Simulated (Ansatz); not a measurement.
# MoS2: the cost of one run

Program: Ansatz 0.2.0. Level of theory: DFT PBE, scalar-relativistic, plane waves, PAW. These are calculated values, not measurements.

### 1 The structure to begin with

Symmetry: P-3m1, No. 164, trigonal system. The conventional cell has a = 3.185 Å, b = 3.185 Å, c = 21.671 Å, α = 90.00°, β = 90.00°, γ = 120.00°. Mo (site symmetry 3m) is surrounded by 6 S at 2.40 to 2.41 Å. S (site symmetry 3m) has 3 Mo at 2.40 Å in its first shell of neighbours. S (site symmetry 3m) is surrounded by 3 Mo at 2.41 Å.

Coordinates:

```xyz
54
Lattice="9.5536 0.0000 0.0000 -4.7768 8.2737 0.0000 0.0000 0.0000 21.6705" Properties=species:S:1:pos:R:3 pbc="T T T"
Mo    1.5923    0.9193    3.2254
Mo    0.0000    3.6772    3.2254
Mo   -1.5923    6.4351    3.2254
Mo    4.7768    0.9193    3.2254
Mo    3.1845    3.6772    3.2254
Mo    1.5923    6.4351    3.2254
Mo    7.9614    0.9193    3.2254
Mo    6.3691    3.6772    3.2254
Mo    4.7768    6.4351    3.2254
Mo    0.0000    1.8386   18.4451
Mo   -1.5923    4.5965   18.4451
Mo   -3.1845    7.3544   18.4451
Mo    3.1845    1.8386   18.4451
Mo    1.5923    4.5965   18.4451
Mo    0.0000    7.3544   18.4451
Mo    6.3691    1.8386   18.4451
Mo    4.7768    4.5965   18.4451
Mo    3.1845    7.3544   18.4451
S     0.0000    1.8386    4.7756
S    -1.5923    4.5965    4.7756
S    -3.1845    7.3544    4.7756
S     3.1845    1.8386    4.7756
S     1.5923    4.5965    4.7756
S     0.0000    7.3544    4.7756
S     6.3691    1.8386    4.7756
S     4.7768    4.5965    4.7756
S     3.1845    7.3544    4.7756
S     1.5923    0.9193   19.9965
S     0.0000    3.6772   19.9965
S    -1.5923    6.4351   19.9965
S     4.7768    0.9193   19.9965
S     3.1845    3.6772   19.9965
S     1.5923    6.4351   19.9965
S     7.9614    0.9193   19.9965
S     6.3691    3.6772   19.9965
S     4.7768    6.4351   19.9965
S     0.0000    1.8386    1.6741
S    -1.5923    4.5965    1.6741
S    -3.1845    7.3544    1.6741
S     3.1845    1.8386    1.6741
S     1.5923    4.5965    1.6741
S     0.0000    7.3544    1.6741
S     6.3691    1.8386    1.6741
S     4.7768    4.5965    1.6741
S     3.1845    7.3544    1.6741
S     1.5923    0.9193   16.8949
S     0.0000    3.6772   16.8949
S    -1.5923    6.4351   16.8949
S     4.7768    0.9193   16.8949
S     3.1845    3.6772   16.8949
S     1.5923    6.4351   16.8949
S     7.9614    0.9193   16.8949
S     6.3691    3.6772   16.8949
S     4.7768    6.4351   16.8949
```

The runs take a perfect supercell of 54 atoms; the defect goes to fractional position (0.111, 0.222, 0.220).

### 2 The perfect supercell

Input file input.yaml:

```yaml
crystal:
  lattice:
    - [9.553624, 0.0, 0.0]
    - [-4.776812, 8.273681, 0.0]
    - [0.0, 0.0, 21.670535]
  atoms:
    - { symbol: Mo, position: [0.222222, 0.111111, 0.14884] }
    - { symbol: Mo, position: [0.222222, 0.444444, 0.14884] }
    - { symbol: Mo, position: [0.222222, 0.777778, 0.14884] }
    - { symbol: Mo, position: [0.555556, 0.111111, 0.14884] }
    - { symbol: Mo, position: [0.555556, 0.444444, 0.14884] }
    - { symbol: Mo, position: [0.555556, 0.777778, 0.14884] }
    - { symbol: Mo, position: [0.888889, 0.111111, 0.14884] }
    - { symbol: Mo, position: [0.888889, 0.444444, 0.14884] }
    - { symbol: Mo, position: [0.888889, 0.777778, 0.14884] }
    - { symbol: Mo, position: [0.111111, 0.222222, 0.85116] }
    - { symbol: Mo, position: [0.111111, 0.555556, 0.85116] }
    - { symbol: Mo, position: [0.111111, 0.888889, 0.85116] }
    - { symbol: Mo, position: [0.444444, 0.222222, 0.85116] }
    - { symbol: Mo, position: [0.444444, 0.555556, 0.85116] }
    - { symbol: Mo, position: [0.444444, 0.888889, 0.85116] }
    - { symbol: Mo, position: [0.777778, 0.222222, 0.85116] }
    - { symbol: Mo, position: [0.777778, 0.555556, 0.85116] }
    - { symbol: Mo, position: [0.777778, 0.888889, 0.85116] }
    - { symbol: S, position: [0.111111, 0.222222, 0.220375] }
    - { symbol: S, position: [0.111111, 0.555556, 0.220375] }
    - { symbol: S, position: [0.111111, 0.888889, 0.220375] }
    - { symbol: S, position: [0.444444, 0.222222, 0.220375] }
    - { symbol: S, position: [0.444444, 0.555556, 0.220375] }
    - { symbol: S, position: [0.444444, 0.888889, 0.220375] }
    - { symbol: S, position: [0.777778, 0.222222, 0.220375] }
    - { symbol: S, position: [0.777778, 0.555556, 0.220375] }
    - { symbol: S, position: [0.777778, 0.888889, 0.220375] }
    - { symbol: S, position: [0.222222, 0.111111, 0.922749] }
    - { symbol: S, position: [0.222222, 0.444444, 0.922749] }
    - { symbol: S, position: [0.222222, 0.777778, 0.922749] }
    - { symbol: S, position: [0.555556, 0.111111, 0.922749] }
    - { symbol: S, position: [0.555556, 0.444444, 0.922749] }
    - { symbol: S, position: [0.555556, 0.777778, 0.922749] }
    - { symbol: S, position: [0.888889, 0.111111, 0.922749] }
    - { symbol: S, position: [0.888889, 0.444444, 0.922749] }
    - { symbol: S, position: [0.888889, 0.777778, 0.922749] }
    - { symbol: S, position: [0.111111, 0.222222, 0.077251] }
    - { symbol: S, position: [0.111111, 0.555556, 0.077251] }
    - { symbol: S, position: [0.111111, 0.888889, 0.077251] }
    - { symbol: S, position: [0.444444, 0.222222, 0.077251] }
    - { symbol: S, position: [0.444444, 0.555556, 0.077251] }
    - { symbol: S, position: [0.444444, 0.888889, 0.077251] }
    - { symbol: S, position: [0.777778, 0.222222, 0.077251] }
    - { symbol: S, position: [0.777778, 0.555556, 0.077251] }
    - { symbol: S, position: [0.777778, 0.888889, 0.077251] }
    - { symbol: S, position: [0.222222, 0.111111, 0.779625] }
    - { symbol: S, position: [0.222222, 0.444444, 0.779625] }
    - { symbol: S, position: [0.222222, 0.777778, 0.779625] }
    - { symbol: S, position: [0.555556, 0.111111, 0.779625] }
    - { symbol: S, position: [0.555556, 0.444444, 0.779625] }
    - { symbol: S, position: [0.555556, 0.777778, 0.779625] }
    - { symbol: S, position: [0.888889, 0.111111, 0.779625] }
    - { symbol: S, position: [0.888889, 0.444444, 0.779625] }
    - { symbol: S, position: [0.888889, 0.777778, 0.779625] }
basis:
  ecutwfc: 420
  fft_grid_basis: typed
kpoints:
  mp_grid: { grid: [3, 3, 1] }
hamiltonian:
  xc: pbe
  pseudopotentials: { kind: paw }
scf:
  occupations: { method: gaussian, width: 0.05 }
output:
  forces: true
  stress: false
  eigenvalues: true
  bader: false
  write_density: true
  volumetric_format: npy
```

Started as:

```
$ ansatz run input.yaml --threads 8 --pin off --max-ram 16384MiB --backend cpu --events-out ev --progress --plain --runs-dir out
```

**Question.** How long does this run take on 8 threads of Arm Neoverse V2, shared host, and how much memory does it need?

About 16 s, with a peak of 6.6 GiB.
